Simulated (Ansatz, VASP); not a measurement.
# One calculation of Pt, two programs

```
CELL_PARAMETERS angstrom
0.19468 1.98570 1.98570
1.98570 0.19468 1.98570
1.98570 1.98570 0.19468
ATOMIC_POSITIONS crystal
Pt 0.00000 0.00000 0.00000
```

Change from the starting cell: equal engineering shear yz, xz and xy +0.1000, equal normal strain along x, y and z -0.0300.

Alike in both runs: task single point; functional LDA; k mesh 20 × 20 × 20; occupations gaussian, width 0.15 eV; no spin polarisation.

```csv
,VASP,Ansatz
version,VASP 6.6.1,Ansatz 0.2.0
potentials or method,"VASP PAW LDA potentials, release 64 (Pt)","scalar-relativistic, plane waves, PAW"
plane-wave cutoff (eV),520,420
valence electrons in the cell,10,18
```

```tsv
	VASP	Ansatz	Ansatz less VASP
gap on the k mesh at the Fermi level (eV)	none	none	-
pressure (GPa)	52.6	51.1	-1.45
largest component of the traceless stress (GPa)	19.75	19.45	-0.300
```

A gap of «none» marks a metal or a gap that the smearing closes. The two sets of potentials don't hold the same shells in valence. Ansatz warned: «pseudo_functional_mismatch».

Caveats: so large a pressure means that the cell lies far from this level's equilibrium, or that cutoff or potentials fall short (VASP). The runs have no spin-orbit coupling, so splittings on Pt are missing.
